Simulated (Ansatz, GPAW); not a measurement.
This is a calculation of MgO for Ansatz 0.2.0. The cell is a database's computed one, not the measured one.

File input.yaml:

```yaml
crystal:
  lattice:
    - [0.0, 2.0970013927, 2.0970013927]
    - [2.0970013927, 0.0, 2.0970013927]
    - [2.0970013927, 2.0970013927, 0.0]
  atoms:
    - { symbol: Mg, position: [0.0, 0.0, 0.0] }
    - { symbol: O, position: [0.5, 0.5, 0.5] }
kpoints:
  mp_grid: { grid: [11, 11, 11] }
scf:
  occupations: { method: gaussian, width: 0.028 }
hamiltonian:
  xc: pbe
  pseudopotentials: { kind: all_electron, lapw: { basis_error: 0.001 } }
output:
  forces: true
  stress: true
  eigenvalues: true
```

Potentials or basis: all-electron LAPW, scalar-relativistic.

Run with:

```console
$ ansatz run input.yaml --threads 1 --pin off --max-ram 3072MiB --backend cpu --events-out ev --progress --plain --runs-dir out
```

Q: What does the same run look like in GPAW 26.7.0 (ASE script)? Potentials or basis there: GPAW PAW data sets (gpaw-data 1.2.1), cutoff 800 eV.

A: As run (cutoffs and basis follow the program's own potentials, and thresholds, step limits or extra output files can differ):

Contents of run.py:

```python
from ase.dft.bandgap import bandgap
from ase.io import read, write
from ase.units import GPa
from gpaw import GPAW, PW

atoms = read('MgO.xyz')

calc = GPAW(mode=PW(800),
            xc='PBE',
            kpts={'size': (11, 11, 11), 'gamma': True},
            occupations={'name': 'methfessel-paxton', 'order': 0, 'width': 0.028000000000000004},
            nbands=16,
            convergence={'density': 1e-05, 'energy': 1e-05},
            maxiter=150,
            txt='gpaw.txt')
atoms.calc = calc
energy = atoms.get_potential_energy()
forces = atoms.get_forces()
stress = atoms.get_stress()
calc.write('gs.gpw')
write('result.traj', atoms)
print(f'Energy: {energy:.6f} eV')
print('Forces (eV/A):')
print(forces.round(4))
print('Stress (GPa):', (stress / GPa).round(3))
print('Fermi level:', round(calc.get_fermi_level(), 4), 'eV')
print(f'Gap: {bandgap(calc)[0]:.4f} eV, direct: {bandgap(calc, direct=True)[0]:.4f} eV')
```

The input MgO.xyz:

```xyz
2
Lattice="0.0000000000 2.0970013927 2.0970013927 2.0970013927 0.0000000000 2.0970013927 2.0970013927 2.0970013927 0.0000000000" Properties=species:S:1:pos:R:3 pbc="T T T"
Mg     0.0000000000      0.0000000000      0.0000000000
O      2.0970013927      2.0970013927      2.0970013927
```

Potentials or basis: GPAW PAW data sets (gpaw-data 1.2.1), pw.

The run is started by

```bash
$ OMP_NUM_THREADS=1 python run.py
```

Both were run:

|  | Ansatz | GPAW |
| --- | --- | --- |
| Pressure | 7.0 GPa | 7.0 GPa |

Where Ansatz's input types no cutoff or centring, it takes its own default and a Γ-centred mesh.

Pressure is positive in compression.
